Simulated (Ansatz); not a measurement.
# SnO2 (Cassiterite): the cost of one run

Method: DFT, levels as named, plane waves, PAW, in Ansatz 0.2.0.

## Step 1: The structure to begin with

It takes space group P4_2/mnm (No. 136, tetragonal). Conventional cell: a = 4.738 Å, b = 4.738 Å, c = 3.187 Å, α = 90.00°, β = 90.00°, γ = 90.00°. Sn (site symmetry mmm) is surrounded by 6 O at 2.05 to 2.06 Å. O (site symmetry m2m) is surrounded by 3 Sn at 2.05 to 2.06 Å.

Structure file:

```cif
data_structure
_symmetry_space_group_name_H-M 'P4_2/mnm'
_symmetry_Int_Tables_number 136
_cell_length_a 4.7380
_cell_length_b 4.7380
_cell_length_c 3.1865
_cell_angle_alpha 90.000
_cell_angle_beta 90.000
_cell_angle_gamma 90.000
_cell_volume 71.53
loop_
_atom_site_label
_atom_site_type_symbol
_atom_site_symmetry_multiplicity
_atom_site_Wyckoff_symbol
_atom_site_fract_x
_atom_site_fract_y
_atom_site_fract_z
_atom_site_occupancy
Sn1 Sn 2 a 0.00000 0.00000 0.00000 1
O1 O 4 f 0.30710 0.30710 0.00000 1
```

## Step 2: Relaxation with PBE

Input file input.yaml:

```yaml
crystal:
  lattice:
    - [4.738, 0.0, 0.0]
    - [0.0, 4.738, 0.0]
    - [0.0, 0.0, 3.1865]
  atoms:
    - { symbol: Sn, position: [0.0, 0.0, 0.0] }
    - { symbol: Sn, position: [0.5, 0.5, 0.5] }
    - { symbol: O, position: [0.3071, 0.3071, 0.0] }
    - { symbol: O, position: [0.1929, 0.8071, 0.5] }
    - { symbol: O, position: [0.6929, 0.6929, 0.0] }
    - { symbol: O, position: [0.8071, 0.1929, 0.5] }
  symmetry: { tolerance: 0.0003 }
hamiltonian:
  xc: pbe
  pseudopotentials: { kind: paw, azcp: { folder: soft_1 } }
basis:
  ecutwfc: 420
magnetization:
  spin_polarized: false
scf:
  occupations: { method: fermi_dirac, width: 0.02 }
kpoints:
  mp_grid: { grid: [6, 6, 8], shift: [0, 0, 0] }
output:
  forces: true
  stress: true
  eigenvalues: true
relax:
  max_steps: 60
  cell: {}
```

Run with:

```
$ ansatz run input.yaml --threads 2 --pin off --max-ram 5632MiB --backend cpu --events-out ev --progress --plain --runs-dir out
```

Q: Estimate wall time and peak memory on 2 threads of Arm Neoverse V2, shared host.

About 20 s, with a peak of 0.4 GiB.
